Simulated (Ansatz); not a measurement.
# Phonon spectrum of Al

Method: DFT PBE, scalar-relativistic, plane waves, PAW (Ansatz). Plane waves to 420 eV; Γ-centred k mesh 24×24×24; Fermi-Dirac smearing of 0.15 eV. No spin polarisation. Phonons by linear response, acoustic sum rule imposed.

Relaxed structure:
```xyz
1
Lattice="-1.6181 1.6181 1.6181 1.6181 -1.6181 1.6181 1.6181 1.6181 -1.6181" Properties=species:S:1:pos:R:3 pbc="T T T"
Al    0.0000    0.0000    0.0000
```

The cell has the bcc type, in a space group that the Crystallography Open Database lists for this formula; it was reached from a generator's guess. In a metal, frequencies and elastic constants depend on the k mesh and the smearing, soft modes and shear constants most. This form isn't the element's ground state: it lies 96 meV/atom above the standard structure at this level.

Force constants from linear response on a 4×4×4 q mesh.

(1) Is the structure dynamically stable on the q mesh?

(2) Give the frequencies (cm⁻¹) at the zone-boundary points of high symmetry (interpolated where a point lies off the q mesh).

Answers

(1) No: at q = (0.000, 0.000, -0.500) a mode is imaginary, 108i cm⁻¹.

(2)
```
point                   q   frequencies
    H  0.500 -0.500 0.500   270 270 270
    N   0.000 0.000 0.500  108i 199 307
    P   0.250 0.250 0.250   190 190 190
```
